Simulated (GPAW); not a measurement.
**MgB2: relaxation of cell and atoms with PBEsol**

MgB2:

```
Mg B
1.0
     3.08500    0.00000    0.00000
    -1.54250    2.67169    0.00000
     0.00000    0.00000    3.52300
Mg B
1 2
Direct
  0.00000 0.00000 0.00000
  0.66667 0.33333 0.50000
  0.33333 0.66667 0.50000
```

```json
{
 "Program": "GPAW 26.7.0",
 "Task": "relaxation of cell and atoms",
 "Functional": "PBEsol",
 "Potentials or basis": "PAW data sets generated in the run's folder for this functional",
 "Cutoff": "800 eV",
 "Basis": "pw",
 "k mesh": "7 × 7 × 6",
 "Occupations": "fermi-dirac, width 0.05 eV",
 "Spin": "no spin polarisation",
 "Target pressure": "2 GPa",
 "Maxiter": "150",
 "Optimizer": "BFGS",
 "Fmax": "0.02 eV/Å",
 "Max steps": "60",
 "Convergence": "density=1e-05 forces=0.0001"
}
```

```yaml
Relaxed_volume: 9.37 Å³/atom
Relaxed_cell: a = 3.050 Å, b = 3.050 Å, c = 3.491 Å, α = 90.00°, β = 90.00°, γ = 120.00°
Space_group_after_relaxing_to_0.05_Å: P6/mmm (No. 191)
Energy_change_on_relaxing_the_enthalpy_is_what_falls: -1.3 meV/atom
Ionic_steps: 6
Pressure_after_relaxing: 1.8 GPa
Band_gap_on_the_k_mesh: none (metal or under the smearing width)
```

Stress tensor (GPa, compression positive):
```
1.87 0.00 0.00
0.00 1.87 0.00
0.00 0.00 1.69
```

The path:
```
step  energy change (eV)  largest force (eV/Å)  pressure (GPa)  volume (Å³)
   1              0.0000                0.0000           -3.27        29.04
   2             -0.0024                0.0000           -2.58        28.91
   3             -0.0035                0.0000            2.06        28.09
   4             -0.0038                0.0000            1.93        28.11
   5             -0.0039                0.0000            1.83        28.12
   6             -0.0039                0.0000            1.81        28.11
```

Final structure:
```yaml
crystal:
  lattice:
    - [3.04962, 0.00000, 0.00000]
    - [-1.52481, 2.64105, 0.00000]
    - [0.00000, 0.00000, 3.49054]
  atoms:
    - { symbol: Mg, position: [0.00000, 0.00000, 0.00000] }
    - { symbol: B, position: [0.66667, 0.33333, 0.50000] }
    - { symbol: B, position: [0.33333, 0.66667, 0.50000] }
```

Levels at points of the mesh, in eV from the Fermi level:
```
           k point  band 4  band 5  band 6  band 7  band 8  band 9  band 10  band 11  band 12  band 13
(0.00, 0.00, 0.00)  -41.63  -12.45   -2.88    0.53    0.53    1.83     6.57     6.57     8.64    10.38
(0.00, 0.00, 0.50)  -41.64  -11.13   -7.44    0.92    0.92    6.88     6.88     8.31    10.31    10.55
```

Wall time 48 s on 1 thread of Arm Neoverse V2, with other jobs on the host, peak memory 0.26 GiB.

Caveat: later steps reuse the first step's grids.
